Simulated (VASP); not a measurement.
**From VASP inputs to Ansatz: Mg2Ge (antifluorite)**

INCAR

```
ISMEAR = -1
NBANDS = 16
EDIFF = 1E-7
LCHARG = .FALSE.
LREAL = .FALSE.
NELM = 120
PREC = Accurate
LWAVE = .FALSE.
SIGMA = 0.02
ENCUT = 520
GGA = PE
NSW = 0
LASPH = .TRUE.
ISIF = 2
IBRION = -1
```

KPOINTS

```
KPOINTS created by Atomic Simulation Environment
0
Gamma
8 8 8
0 0 0
```

KPOINTS_OPT

```
special points
7
Reciprocal
0.0000000000 0.0000000000 0.0000000000 1
0.5000000000 0.0000000000 0.5000000000 1
0.6250000000 0.2500000000 0.6250000000 1
0.3750000000 0.3750000000 0.7500000000 1
0.5000000000 0.5000000000 0.5000000000 1
0.5000000000 0.2500000000 0.7500000000 1
0.0000000000 0.5000000000 0.5000000000 1
```

POSCAR

```
Ge Mg
 1.0000000000000000
    -0.0000000000000000    3.1831012373925400    3.1831012373925400
     3.1831012373925400   -0.0000000000000000    3.1831012373925400
     3.1831012373925400    3.1831012373925400    0.0000000000000000
 Ge  Mg
   1   2
Cartesian
 -0.0000000000000000  0.0000000000000000  0.0000000000000000
  1.5915506186962700  1.5915506186962700  1.5915506186962700
  4.7746518560888083  4.7746518560888083  4.7746518560888083
```

VASP ran with the recommended PBE PAW datasets (18 valence electrons in the cell).

Question: Translate these files to an Ansatz input.

Answer: 

```yaml
crystal:
  lattice:
    - [0.0, 3.1831012374, 3.1831012374]
    - [3.1831012374, 0.0, 3.1831012374]
    - [3.1831012374, 3.1831012374, 0.0]
  atoms:
    - { symbol: Ge, position: [0.0, 0.0, 0.0] }
    - { symbol: Mg, position: [0.25, 0.25, 0.25] }
    - { symbol: Mg, position: [0.75, 0.75, 0.75] }
kpoints:
  mp_grid: { grid: [8, 8, 8] }
  band_path:
    path:
      - [0.0, 0.0, 0.0]
      - [0.5, 0.0, 0.5]
      - [0.625, 0.25, 0.625]
      - [0.375, 0.375, 0.75]
      - [0.5, 0.5, 0.5]
      - [0.5, 0.25, 0.75]
      - [0.0, 0.5, 0.5]
    npoints: 1
hamiltonian:
  xc: pbe
scf:
  occupations: { method: fermi_dirac, width: 0.02 }
  n_extra_bands: 4
output:
  forces: true
  stress: true
  eigenvalues: true
  write_density: true
  write_potential: true
  elf: true
  volumetric_format: npy
```

Other inputs would serve too.

```csv
,VASP,Ansatz
gap between bands v and c,0.14 eV,0.14 eV
least direct gap,1.09 eV,1.09 eV
pressure,1.2 GPa,1.3 GPa
```

Datasets and cutoffs are each program's own. VASP's cell holds 18 valence electrons and Ansatz's 34. Ansatz's stress includes a Pulay correction; VASP's doesn't.
